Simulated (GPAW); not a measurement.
Au, 4 atoms in the cell. The structure is cubic, space group Fm-3m (No. 225). The conventional cell has a = 4.070 Å, b = 4.070 Å, c = 4.070 Å, α = 90.00°, β = 90.00°, γ = 90.00°. Au (site symmetry m-3m) is surrounded by 12 Au at 2.88 Å. 

| Property | Result |
| --- | --- |
| Program | GPAW 26.7.0 |
| Task | single point |
| Functional | PBE |
| Potentials or basis | GPAW PAW data sets (gpaw-data 1.2.1) |
| Cutoff | 500 eV |
| Basis | pw |
| k mesh | 7 × 7 × 7 |
| Occupations | fermi-dirac, width 0.05 eV |
| Spin | no spin polarisation |
| Maxiter | 60 |

Potentials or basis: GPAW PAW data sets (gpaw-data 1.2.1), pw.

Run with:

```console
$ OMP_NUM_THREADS=1 python run.py
```

Hardware: 1 thread of Arm Neoverse V1 (shared host).

Question: Estimate the wall time of this run.

Answer: Wall time 31 s on 1 thread of Arm Neoverse V1 (shared host), peak memory 0.17 GiB. Counts: scf iterations 10, plane waves 1743, bands 42, k points 20.
